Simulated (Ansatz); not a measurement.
PbF2 (started from an entry of an open crystallographic database), relaxed with r2SCAN+rVV10 in Ansatz 0.2.0. The symmetry is Fm-3m (No. 225, cubic); a = 5.892 Å in the conventional setting, 17.04 Å³ an atom. Pb has 8 F at 2.55 Å; F has 4 Pb at 2.55 Å.

The axes x, y and z are those of this cell:
```
CELL_PARAMETERS angstrom
0.00000 2.94581 2.94581
2.94581 0.00000 2.94581
2.94581 2.94581 0.00000
ATOMIC_POSITIONS crystal
Pb 0.00000 0.00000 0.00000
F 0.25000 0.25000 0.25000
F 0.75000 0.75000 0.75000
```

Unstrained: The PBE gap is indirect, 4.415 eV (W to X), below the direct gap of 4.563 eV at X. The r2SCAN gap is indirect, 4.924 eV (W to X), below the direct gap of 5.069 eV at X. The HSE06 gap is indirect, 5.713 eV (W to X), below the direct gap of 5.849 eV at X. Meshes: PBE 8×8×8, r2SCAN 8×8×8, HSE06 6×6×6. Strains are changes of length per length. After each strain the atoms were relaxed again with r2SCAN+rVV10 within the symmetry that the strain leaves, so tilts or polar shifts that break it weren't tested; points keep the names that they have in the unstrained zone. No spin polarisation and no zero-point or thermal motion.

Q: Estimate what uniaxial +0.38 % along y, other directions held does to the gap.

A: PBE: the gap goes from 4.415 to 4.408 eV (-0.007 eV); the edges go from W → X to (0.255, -0.245, -1/2) → X. r2SCAN: the gap goes from 4.924 to 4.918 eV (-0.006 eV); the edges go from W → X to (0.255, -0.245, -1/2) → X. HSE06: the gap goes from 5.713 to 5.708 eV (-0.005 eV); the edges go from W → X to (0.255, -0.245, -1/2) → X.

Q: Apply uniaxial +4.46 % along z, other directions held. How far does the gap move, against the unstrained cell?

A: PBE: the gap goes from 4.415 to 4.306 eV (-0.109 eV); the edges go from W → X to (0.312, 1/2, -0.188) → X. r2SCAN: the gap goes from 4.924 to 4.814 eV (-0.110 eV); the edges go from W → X to (0.312, 1/2, -0.188) → X. HSE06: the gap goes from 5.713 to 5.620 eV (-0.093 eV); the edges go from W → X to (1/3, -1/2, -1/6) → X.

Q: Apply uniaxial +1.88 % along x, other directions held. How far does the gap move, against the unstrained cell?

A: PBE: the gap goes from 4.415 to 4.376 eV (-0.039 eV); the edges go from W → X to (0.219, 0.490, -0.281) → X. r2SCAN: the gap goes from 4.924 to 4.886 eV (-0.038 eV); the edges go from W → X to (0.219, 0.490, -0.281) → X. HSE06: the gap goes from 5.713 to 5.683 eV (-0.030 eV); the edges go from W → X to (0.219, 0.490, -0.281) → X.

Q: Estimate what biaxial +4.74 % in x and y, z held does to the gap.

A: PBE: the gap goes from 4.415 to 4.257 eV (-0.158 eV); the W points, equivalent before, split by 132 meV, and the valence top lies at those like (1/4, -1/4, -1/2); the X points, equivalent before, split by 98 meV, and the conduction bottom lies at those like (1/2, 1/2, 0). r2SCAN: the gap goes from 4.924 to 4.771 eV (-0.153 eV); the W points, equivalent before, split by 135 meV, and the valence top lies at those like (1/4, -1/4, -1/2); the X points, equivalent before, split by 110 meV, and the conduction bottom lies at those like (1/2, 1/2, 0). HSE06: the gap goes from 5.713 to 5.607 eV (-0.106 eV); the W points, equivalent before, split by 145 meV, and the valence top lies at those like (1/4, -1/4, -1/2); the X points, equivalent before, split by 105 meV, and the conduction bottom lies at those like (1/2, 1/2, 0).

Spin-orbit coupling is left out; in compounds of Pb, Bi, Tl or Hg it can lower a gap by up to about 1 eV, split its edges or invert the bands.

Where an edge lies off the special points, it is a point of the mesh or the k point where a search put PBE's edge or least direct gap, reused for the other functionals, whose own edges may lie a little apart.

Coordinates of k points refer to the reciprocal vectors of the primitive cell of the runs.

The meshes of the hybrids are coarse, so their gaps aren't converged to the digits shown.
